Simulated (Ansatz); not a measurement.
# SnSe2 (1T monolayer type, one sheet): optical response by level

How does SnSe2 (1T monolayer type, one sheet) absorb light if electrons and holes don't interact? The runs, in order: HSE06 for the gap; optics with PBE on 6×6×1; optics with r2SCAN on 6×6×1; optics with PBE and scissors to the HSE06 gap on 6×6×1; optics with PBE with spin-orbit coupling on 6×6×1.

Program: Ansatz 0.2.0. Level of theory: plane waves, PAW; no local fields, no excitons. These are calculated values, not measurements.

3 further runs of the same task are left out: 3 that didn't finish.

## Step 1: The structure to begin with

Symmetry: P-3m1, No. 164, trigonal system. Conventional cell: a = 3.835 Å, b = 3.835 Å, c = 30.065 Å, α = 90.00°, β = 90.00°, γ = 120.00°. Around Sn (site symmetry -3m) lie 6 Se at 2.72 Å. Around Se (site symmetry 3m) lie 3 Sn at 2.72 Å.

As a file:

```cif
data_structure
_symmetry_space_group_name_H-M 'P-3m1'
_symmetry_Int_Tables_number 164
_cell_length_a 3.8352
_cell_length_b 3.8352
_cell_length_c 30.0650
_cell_angle_alpha 90.000
_cell_angle_beta 90.000
_cell_angle_gamma 120.000
_cell_volume 382.97
loop_
_atom_site_label
_atom_site_type_symbol
_atom_site_symmetry_multiplicity
_atom_site_Wyckoff_symbol
_atom_site_fract_x
_atom_site_fract_y
_atom_site_fract_z
_atom_site_occupancy
Sn1 Sn 1 a 0.00000 0.00000 0.00000 1
Se1 Se 2 d 0.33333 0.66667 0.05234 1
```

Cell and atoms come from an earlier r2SCAN relaxation. The cell holds one sheet and vacuum, and is periodic in the plane alone; ε, where given, is a mean over the whole height of the cell, so ε₂ and ε₁ − 1 scale inversely with that height and aren't the sheet's own values. Spin-orbit coupling, which matters for Sn, is in the runs so named alone.

## Step 2: A hybrid for the gap

Input file input.yaml:

```yaml
crystal:
  lattice:
    - [3.8351924916, 0.0, 0.0]
    - [-1.9175962458, 3.3213741261, 0.0]
    - [0.0, 0.0, 30.0650267632]
  atoms:
    - { symbol: Sn, position: [0.0, 0.0, 0.2993511388] }
    - { symbol: Se, position: [0.3333333333, 0.6666666667, 0.3516920296] }
    - { symbol: Se, position: [0.6666666667, 0.3333333333, 0.247010248] }
  periodic: [true, true, false]
kpoints:
  mp_grid: { grid: [6, 6, 1] }
  band_path:
    path:
      - [0.0, 0.0, 0.0]
      - [0.5, 0.0, 0.0]
      - [0.3333333333, 0.3333333333, 0.0]
      - [0.0, 0.130208, 0.0]
      - [0.0, 0.5, 0.0]
    npoints: 1
hamiltonian:
  xc: hse06
scf:
  occupations: { method: fixed }
  n_extra_bands: 4
output:
  forces: true
  stress: true
  eigenvalues: true
  write_density: true
  write_potential: true
  elf: true
  volumetric_format: npy
```

Run with:

```bash
$ ansatz run input.yaml --threads 4 --pin off --max-ram 5529MiB --backend cpu --events-out ev --progress --plain --runs-dir out
```

Further steps of the session: Optics, PBE; Optics, r2SCAN; Optics, PBE with a scissors shift; Optics, PBE with spin-orbit coupling.

**Question.** What will the summary of the whole plan be? Wanted: ε∞, PBE; ε∞, r2SCAN; ε∞, PBE with spin-orbit coupling; tallest peak of ε₂, PBE; tallest peak of ε₂, r2SCAN; tallest peak of ε₂, PBE with spin-orbit coupling; HSE06 direct gap.

**Answer**, as computed:

```
                                        quantity                                value
                                         ε∞, PBE             3.15 (xx, yy), 2.40 (zz)
                                      ε∞, r2SCAN             2.78 (xx, yy), 2.24 (zz)
                      ε∞, PBE + 0.68 eV scissors             2.82 (xx, yy), 2.24 (zz)
                ε∞, PBE with spin-orbit coupling             3.11 (xx, yy), 2.34 (zz)
                         tallest peak of ε₂, PBE                       5.5 at 3.45 eV
                      tallest peak of ε₂, r2SCAN                       5.0 at 3.80 eV
      tallest peak of ε₂, PBE + 0.68 eV scissors                       5.4 at 4.10 eV
tallest peak of ε₂, PBE with spin-orbit coupling  5.3 at 4.45 eV (complete to 9.2 eV)
                                HSE06 direct gap                              1.84 eV
```

PBE + 0.68 eV scissors has the widest direct gap (1.84 eV) and PBE with spin-orbit coupling the narrowest (1.14 eV); ε∞ is 2.82 and 3.11 (in the plane). Spin-orbit coupling moves the direct gap by -0.02 eV; ε∞ doesn't compare between these two runs, as the bands summed differ. A sheet's ε refers to the whole height of the cell: in the plane ε − 1 falls as one over that height. Local fields and excitons are left out: both change ε∞, and without excitons the onset lacks its lines.
